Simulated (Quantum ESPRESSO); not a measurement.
# CuAu (R-3m) in Quantum ESPRESSO: further runs, part 2 of 2

Quantum ESPRESSO 7.5. The steps go on from the part before.

**4. Relaxation of cell and atoms, PBEsol, target pressure 5 GPa, at which the enthalpy is minimised**

The input, pw.in:

```
&CONTROL
  calculation = 'vc-relax'
  prefix = 'pwscf'
  outdir = './tmp'
  pseudo_dir = './pseudo'
  tprnfor = .true.
  tstress = .true.
  disk_io = 'low'
  nstep = 40
  forc_conv_thr = 0.0004
  etot_conv_thr = 1d-05
/
&SYSTEM
  ibrav = 0
  nat = 2
  ntyp = 2
  ecutwfc = 64
  ecutrho = 515
  nbnd = 22
  occupations = 'smearing'
  smearing = 'fd'
  degauss = 0.00367493
/
&ELECTRONS
  conv_thr = 4d-10
  electron_maxstep = 120
  mixing_beta = 0.5
/
&IONS
  ion_dynamics = 'bfgs'
/
&CELL
  cell_dynamics = 'bfgs'
  press = 50
  press_conv_thr = 0.3
/
ATOMIC_SPECIES
Au   196.9666 au_pbesol_v1.uspp.F.UPF
Cu    63.5460 cu_pbesol_v1.2.uspp.F.UPF
CELL_PARAMETERS angstrom
   1.4430568479    0.8331492596    4.2561707609
  -1.4430568479    0.8331492596    4.2561707609
   0.0000000000   -1.6662985192    4.2561707609
ATOMIC_POSITIONS angstrom
Au     0.0000000000    0.0000000000    0.0000000000
Cu     0.0000000000    0.0000000000    6.3842561414
K_POINTS automatic
9 9 9 0 0 0
```

Potentials or basis: GBRV 1.5 PBEsol.

Launch:

```console
> OMP_NUM_THREADS=1 mpirun -n 2 pw.x -nk 2 -in pw.in > pw.out
```

pw.out:

```text
This program is part of the open-source Quantum ESPRESSO suite
     for quantum simulation of materials; please cite
[... 13 lines left out ...]
     --------------------
     sticks:   dense  smooth     PW     G-vecs:    dense   smooth      PW
     Sum        1837     901    293                40865    14273    2681

     Using Slab Decomposition

     bravais-lattice index     =            0
     lattice parameter (alat)  =       8.6374  a.u.
     unit-cell volume          =     207.1921 (a.u.)^3
     number of atoms/cell      =            2
     number of atomic types    =            2
     number of electrons       =        30.00
     number of Kohn-Sham states=           22
     kinetic-energy cutoff     =      64.0000  Ry
     charge density cutoff     =     515.0000  Ry
     scf convergence threshold =      4.0E-10
     mixing beta               =       0.5000
     number of iterations used =            8  plain     mixing
     energy convergence thresh.=      1.0E-05
     force convergence thresh. =      4.0E-04
     press convergence thresh. =      3.0E-01
     Exchange-correlation= SLA  PW   PSX  PSC
                           (   1   4  10   8   0   0   0)
     nstep                     =           40

     celldm(1)=   8.637421  celldm(2)=   0.000000  celldm(3)=   0.000000
     celldm(4)=   0.000000  celldm(5)=   0.000000  celldm(6)=   0.000000

     crystal axes: (cart. coord. in units of alat)
               a(1) = (   0.315717   0.182279   0.931180 )
               a(2) = (  -0.315717   0.182279   0.931180 )
               a(3) = (   0.000000  -0.364559   0.931180 )

     reciprocal axes: (cart. coord. in units 2 pi/alat)
               b(1) = (  1.583696  0.914347  0.357969 )
               b(2) = ( -1.583696  0.914347  0.357969 )
               b(3) = (  0.000000 -1.828695  0.357969 )

     PseudoPot. # 1 for Au read from file:
     au_pbesol_v1.uspp.F.UPF
     Pseudo is Ultrasoft + core correction, Zval = 11.0
     Generated by new atomic code, or converted to UPF format
     Using radial grid of  985 points,  7 beta functions with:
                l(1) =   0
                l(2) =   0
                l(3) =   1
                l(4) =   1
                l(5) =   2
                l(6) =   2
                l(7) =   3
     Q(r) pseudized with  6 coefficients,  rinner =    1.900   1.900   1.900
                                                       1.900   1.900   1.900
                                                       1.900

     PseudoPot. # 2 for Cu read from file:
     cu_pbesol_v1.2.uspp.F.UPF
     Pseudo is Ultrasoft + core correction, Zval = 19.0
     Generated by new atomic code, or converted to UPF format
     Using radial grid of  867 points,  6 beta functions with:
                l(1) =   0
                l(2) =   0
                l(3) =   1
                l(4) =   1
                l(5) =   2
                l(6) =   2
     Q(r) pseudized with  8 coefficients,  rinner =    1.150   1.150   1.150
                                                       1.150   1.150

     atomic species   valence    mass     pseudopotential
     Au               11.00   196.96660     Au( 1.00)
     Cu               19.00    63.54600     Cu( 1.00)

     12 Sym. Ops., with inversion, found

   Cartesian axes

     site n.     atom                  positions (alat units)
         1        Au     tau(   1) = (   0.0000000   0.0000000   0.0000000  )
         2        Cu     tau(   2) = (   0.0000000   0.0000000   1.3967706  )

     number of k points=    85  Fermi-Dirac smearing, width (Ry)=  0.0037
                       cart. coord. in units 2pi/alat
        k(    1) = (   0.0000000   0.0000000   0.0000000), wk =   0.0027435
        k(    2) = (   0.0000000  -0.2031883   0.0397743), wk =   0.0164609
        k(    3) = (   0.0000000  -0.4063766   0.0795486), wk =   0.0164609
        k(    4) = (   0.0000000  -0.6095648   0.1193229), wk =   0.0164609
        k(    5) = (   0.0000000  -0.8127531   0.1590972), wk =   0.0164609
        k(    6) = (  -0.1759662  -0.1015941   0.0795486), wk =   0.0164609
[... 77 lines left out ...]
        k(   84) = (   0.0000000  -0.0000000   0.4772915), wk =   0.0054870
        k(   85) = (  -0.0000000   1.6255062   0.1590972), wk =   0.0164609

     Dense  grid:    40865 G-vectors     FFT dimensions: (  64,  64,  64)

     Smooth grid:    14273 G-vectors     FFT dimensions: (  45,  45,  45)

     Initial potential from superposition of free atoms

     starting charge      28.9999, renormalised to      30.0000
     Starting wfcs are   22 randomized atomic wfcs

     Self-consistent Calculation

     iteration #  1     ecut=    64.00 Ry     beta= 0.50
     Davidson diagonalization with overlap
     ethr =  1.00E-02,  avg # of iterations =  5.6

     total energy              =    -517.45762729 Ry
     estimated scf accuracy    <       1.79386709 Ry
[... 61 lines left out ...]
     total energy              =    -518.25739327 Ry
     estimated scf accuracy    <          5.7E-09 Ry

[... 59 further cycles ...]
     iteration #  5     ecut=    64.00 Ry     beta= 0.50
     Davidson diagonalization with overlap
     ethr =  5.15E-05,  avg # of iterations =  2.9

     total energy              =    -518.25996779 Ry
     estimated scf accuracy    <       0.00644360 Ry
[... 57 lines left out ...]
     iteration # 14     ecut=    64.00 Ry     beta= 0.50
     Davidson diagonalization with overlap
     ethr =  1.00E-13,  avg # of iterations =  2.0

     End of self-consistent calculation

          k = 0.0000 0.0000 0.0000 (  1665 PWs)   bands (ev):

   -95.6481 -53.2113 -53.1826 -53.1826   6.0655   9.1977  11.1877  11.1877
    12.5183  12.5183  13.3368  14.0478  14.0478  14.7617  14.7617  15.6203
    20.9030  31.2447  33.7904  33.7904  34.3343  36.4845

          k = 0.0000-0.2119 0.0399 (  1654 PWs)   bands (ev):
[... 499 lines left out ...]
   -95.6478 -53.2112 -53.1864 -53.1836   7.6631   9.6692  11.0780  11.1541
    11.6048  12.6359  12.9610  13.6629  13.7995  13.8215  14.2521  14.4650
    28.6928  30.2801  31.5074  33.0854  33.1990  35.6701

     the Fermi energy is    16.4238 ev

!    total energy              =    -518.26098903 Ry
     estimated scf accuracy    <          1.4E-13 Ry
     smearing contrib. (-TS)   =      -0.00036934 Ry
     internal energy E=F+TS    =    -518.26061969 Ry

     The total energy is F=E-TS. E is the sum of the following terms:
     one-electron contribution =    -300.11070533 Ry
     hartree contribution      =     175.69164401 Ry
     xc contribution           =    -100.44706330 Ry
     ewald contribution        =    -293.39449506 Ry

     convergence has been achieved in  14 iterations

     Forces acting on atoms (cartesian axes, Ry/au):

     atom    1 type  1   force =    -0.00000000   -0.00000000    0.00000000
     atom    2 type  2   force =    -0.00000000   -0.00000000    0.00000000

     Total force =     0.000000     Total SCF correction =     0.000000

     Computing stress (Cartesian axis) and pressure

          total   stress  (Ry/bohr**3)                   (kbar)     P=       51.26
   0.00034983  -0.00000000  -0.00000000           51.46       -0.00       -0.00
  -0.00000000   0.00034983  -0.00000000           -0.00       51.46       -0.00
  -0.00000000  -0.00000000   0.00034577           -0.00       -0.00       50.86

=------------------------------------------------------------------------------=
   JOB DONE.
=------------------------------------------------------------------------------=
```

It took 4.6 min on 2 MPI ranks of Intel Xeon 6975P-C (Granite Rapids), shared host; peak memory 0.5 GiB.

Results:

```
Free energy                                            : -7051.3000 eV
Relaxed volume                                         : 14.07 Å³/atom
Relaxed cell                                           : a = 4.534 Å, b = 4.534 Å, c = 4.534 Å, α = 35.54°, β = 35.54°, γ = 35.54°
Space group after relaxing (to 0.05 Å)                 : R-3m (No. 166)
Energy change on relaxing (the enthalpy is what falls) : -25.8 meV/atom
Ionic steps                                            : 7
Pressure after relaxing                                : 5.1 GPa
Band gap on the k mesh                                 : none (metal or under the smearing width)
```

Step by step:
```tsv
step	energy change (eV)	largest force (eV/Å)	pressure (GPa)	volume (Å³)
1	0.0000	0.0000	-8.47	30.70
2	-0.0525	0.0000	1.62	28.64
3	-0.0407	0.0000	6.22	27.94
4	-0.0453	0.0000	5.73	28.01
5	-0.0495	0.0000	5.32	28.08
6	-0.0515	0.0000	5.04	28.13
7	-0.0517	0.0000	5.00	28.14
```

Final structure:
```cif
data_structure
_symmetry_space_group_name_H-M 'P 1'
_symmetry_Int_Tables_number 1
_cell_length_a 4.5337
_cell_length_b 4.5337
_cell_length_c 4.5337
_cell_angle_alpha 35.537
_cell_angle_beta 35.537
_cell_angle_gamma 35.537
_cell_volume 28.14
loop_
_atom_site_label
_atom_site_type_symbol
_atom_site_fract_x
_atom_site_fract_y
_atom_site_fract_z
_atom_site_occupancy
Au1 Au 0.00000 0.00000 0.00000 1
Cu1 Cu 0.50000 0.50000 0.50000 1
```

Spin-orbit coupling is left out, which matters for the levels of Au.

**5. Relaxation of cell and atoms, PBEsol, target pressure 10 GPa, at which the enthalpy is minimised**

Changes to pw.in since step 4:

```diff
@@ -33,3 +33,3 @@
   cell_dynamics = 'bfgs'
-  press = 50
+  press = 100
   press_conv_thr = 0.3
```

Potentials or basis: GBRV 1.5 PBEsol.

Launch:

```console
> OMP_NUM_THREADS=1 mpirun -n 2 pw.x -nk 2 -in pw.in > pw.out
```

pw.out:

```text
This program is part of the open-source Quantum ESPRESSO suite
     for quantum simulation of materials; please cite
[... 13 lines left out ...]
     --------------------
     sticks:   dense  smooth     PW     G-vecs:    dense   smooth      PW
     Sum        1837     901    293                40865    14273    2681

     Using Slab Decomposition

     bravais-lattice index     =            0
     lattice parameter (alat)  =       8.6374  a.u.
     unit-cell volume          =     207.1921 (a.u.)^3
     number of atoms/cell      =            2
     number of atomic types    =            2
     number of electrons       =        30.00
     number of Kohn-Sham states=           22
     kinetic-energy cutoff     =      64.0000  Ry
     charge density cutoff     =     515.0000  Ry
     scf convergence threshold =      4.0E-10
     mixing beta               =       0.5000
     number of iterations used =            8  plain     mixing
     energy convergence thresh.=      1.0E-05
     force convergence thresh. =      4.0E-04
     press convergence thresh. =      3.0E-01
     Exchange-correlation= SLA  PW   PSX  PSC
                           (   1   4  10   8   0   0   0)
     nstep                     =           40

     celldm(1)=   8.637421  celldm(2)=   0.000000  celldm(3)=   0.000000
     celldm(4)=   0.000000  celldm(5)=   0.000000  celldm(6)=   0.000000

     crystal axes: (cart. coord. in units of alat)
               a(1) = (   0.315717   0.182279   0.931180 )
[... 142 lines left out ...]
     Initial potential from superposition of free atoms

     starting charge      28.9999, renormalised to      30.0000
     Starting wfcs are   22 randomized atomic wfcs

     Self-consistent Calculation

     iteration #  1     ecut=    64.00 Ry     beta= 0.50
     Davidson diagonalization with overlap
     ethr =  1.00E-02,  avg # of iterations =  5.6

     total energy              =    -517.45762729 Ry
     estimated scf accuracy    <       1.79386709 Ry
[... 61 lines left out ...]
     total energy              =    -518.25739327 Ry
     estimated scf accuracy    <          5.7E-09 Ry

[... 58 further cycles ...]
     iteration #  5     ecut=    64.00 Ry     beta= 0.50
     Davidson diagonalization with overlap
     ethr =  4.25E-05,  avg # of iterations =  3.4

     total energy              =    -518.25747837 Ry
     estimated scf accuracy    <       0.00690255 Ry
[... 57 lines left out ...]
     iteration # 14     ecut=    64.00 Ry     beta= 0.50
     Davidson diagonalization with overlap
     ethr =  1.00E-13,  avg # of iterations =  1.2

     End of self-consistent calculation

          k = 0.0000 0.0000 0.0000 (  1647 PWs)   bands (ev):

   -95.1661 -52.7335 -52.6971 -52.6971   6.3795   9.5545  11.6037  11.6037
    12.9665  12.9665  13.8093  14.5441  14.5441  15.2942  15.2942  16.1160
    21.6535  31.7751  34.5256  34.5256  34.9659  36.9606
[... 501 lines left out ...]
   -95.1656 -52.7334 -52.7013 -52.6982   8.0067  10.0589  11.4923  11.5800
    12.0409  13.0921  13.4433  14.1346  14.2755  14.3039  14.7444  14.9737
    29.4477  31.0502  32.2585  33.7860  33.9629  36.3835

     the Fermi energy is    16.9807 ev

!    total energy              =    -518.25860447 Ry
     estimated scf accuracy    <          1.4E-13 Ry
     smearing contrib. (-TS)   =      -0.00037528 Ry
     internal energy E=F+TS    =    -518.25822920 Ry

     The total energy is F=E-TS. E is the sum of the following terms:
     one-electron contribution =    -296.26776681 Ry
     hartree contribution      =     174.30037848 Ry
     xc contribution           =    -100.48473140 Ry
     ewald contribution        =    -295.80610947 Ry

     convergence has been achieved in  14 iterations

     Forces acting on atoms (cartesian axes, Ry/au):

     atom    1 type  1   force =     0.00000000    0.00000000    0.00000000
     atom    2 type  2   force =     0.00000000    0.00000000    0.00000000

     Total force =     0.000000     Total SCF correction =     0.000000

     Computing stress (Cartesian axis) and pressure

          total   stress  (Ry/bohr**3)                   (kbar)     P=      101.69
   0.00069244   0.00000000   0.00000000          101.86        0.00        0.00
  -0.00000000   0.00069244   0.00000000           -0.00      101.86        0.00
  -0.00000000   0.00000000   0.00068890           -0.00        0.00      101.34

=------------------------------------------------------------------------------=
   JOB DONE.
=------------------------------------------------------------------------------=
```

Run time: 4.6 min. Hardware: 2 MPI ranks of Intel Xeon 6975P-C (Granite Rapids), shared host; peak memory 0.48 GiB.

Results:

| Item | Value |
| --- | --- |
| Free energy | -7051.2675 eV |
| Relaxed volume | 13.73 Å³/atom |
| Relaxed cell | a = 4.491 Å, b = 4.491 Å, c = 4.491 Å, α = 35.62°, β = 35.62°, γ = 35.62° |
| Space group after relaxing (to 0.05 Å) | R-3m (No. 166) |
| Energy change on relaxing (the enthalpy is what falls) | -10.1 meV/atom |
| Ionic steps | 7 |
| Pressure after relaxing | 10.2 GPa |
| Band gap on the k mesh | none (metal or under the smearing width) |

The path:
```tsv
step	energy change (eV)	largest force (eV/Å)	pressure (GPa)	volume (Å³)
1	0.0000	0.0000	-8.47	30.70
2	-0.0339	0.0000	6.58	27.90
3	-0.0047	0.0000	11.33	27.28
4	-0.0118	0.0000	10.73	27.36
5	-0.0182	0.0000	10.21	27.43
6	-0.0202	0.0000	10.01	27.46
7	-0.0203	0.0000	10.00	27.46
```

Final structure:
```xyz
2
Lattice="1.3736 0.7931 4.2011 -1.3736 0.7931 4.2011 0.0000 -1.5861 4.2011" Properties=species:S:1:pos:R:3 pbc="T T T"
Au    0.0000    0.0000    0.0000
Cu    0.0000    0.0000    6.3017
```

Spin-orbit coupling is left out, which matters for the levels of Au.

**6. The runs side by side**

| cell | gap on the mesh (eV) | pressure (GPa) |
| --- | --- | --- |
| relaxed to 0.3 kbar | none | 0.1 |
| relaxed to 2 GPa | none | 2.1 |
| relaxed to 5 GPa | none | 5.1 |
| relaxed to 10 GPa | none | 10.2 |

Alike in all rows: task relaxation of cell and atoms; level PBEsol; potentials or basis GBRV 1.5 PBEsol; no spin polarisation; k mesh 9 × 9 × 9; cutoff (eV) 871; smearing fermi-dirac 0.05 eV.

Total energies depend on the potentials used, so only differences within one code and one set of settings carry meaning.
